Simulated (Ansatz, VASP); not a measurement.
# Two plane-wave programs on Tl

```xyz
1
Lattice="-1.9296 1.9296 1.9296 1.9296 -1.9296 1.9296 1.9296 1.9296 -1.9296" Properties=species:S:1:pos:R:3 pbc="T T T"
Tl    0.0000    0.0000    0.0000
```

Change from the starting cell: volume scaled by 0.96.

Alike in both runs: task single point; functional PBE; k mesh 10 × 10 × 10; occupations fermi-dirac, width 0.05 eV; no spin polarisation.

|  | VASP | Ansatz |
| --- | --- | --- |
| version | VASP 6.6.1 | Ansatz 0.2.0 |
| potentials or method | VASP PAW PBE potentials, release 64 (Tl_d) | Ansatz PAW |
| plane-wave cutoff (eV) | 520 | 420 |
| valence electrons in the cell | 13 | 13 |

```tsv
	VASP	Ansatz	Ansatz less VASP
gap on the k mesh at the Fermi level (eV)	none	none	-
pressure (GPa)	2.8	2.9	+0.07
```

A gap of «none» marks a metal or a gap that the smearing closes.

The runs have no spin-orbit coupling, so splittings on Tl are missing.
